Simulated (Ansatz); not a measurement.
Relaxing BP2

Level of theory: DFT PBE, scalar-relativistic, plane waves, PAW in Ansatz. Cutoff 420 eV, Γ-centred k mesh, Gaussian smearing, no spin polarisation in the final step.

The start puts BP2 on the sites of a reported Cr2B cell (I4/mcm, No. 140), with P in place of Cr, at a guessed volume.

```
CELL_PARAMETERS angstrom
-2.92125 2.92125 2.43165
2.92125 -2.92125 2.43165
2.92125 2.92125 -2.43165
ATOMIC_POSITIONS crystal
B 0.25000 0.25000 0.00000
B 0.75000 0.75000 0.00000
P 0.66700 0.16700 0.83400
P 0.16700 0.33300 0.50000
P 0.33300 0.83300 0.16600
P 0.83300 0.66700 0.50000
```

Cell and atoms relax at zero pressure; the relaxation can't lower the symmetry of the start. After a coarse first stage the cell is made exact in the group found at 0.06 Å.

Formation energies are uncorrected and refer to the elements' standard structures at the same level.

Q: Describe the relaxed structure.

A: It keeps I4/mcm (No. 140), but not the shape of the type it started on. Conventional cell: a = 4.856 Å, c = 5.906 Å. Around B lie 8 P at 2.33 Å; P is coordinated by 1 P at 2.32 Å, 4 B at 2.33 Å and 4 P at 2.55 Å.

Space group I4/mcm (No. 140). a = 4.856 Å, b = 4.856 Å, c = 5.906 Å, α = 90.00°, β = 90.00°, γ = 90.00°
```
atom site symmetry x y z
   B    4a       422  0.0000  0.0000  0.2500
   P    8h m.2m  0.1686  0.6686  0.0000
```

Q: What are its volume, energy, density and gap?

A: The volume per atom is 11.61 Å³, the density is 3.47 g/cm³ and the energy over the elements is 0.91 eV/atom. The gap on the 10×10×10 mesh is 0 eV (a metal).

The final run used a 10×10×10 mesh on its 6-atom cell and 0.10 eV smearing. The k mesh leaves about 4 meV/atom of noise in metals. A structure relaxed within its symmetry needn't be a true minimum. The steps took of the order of 110 core-seconds in all.

Cost: 3 runs of about 1.9 core-minutes in all, on Arm Neoverse V2 (shared hosts).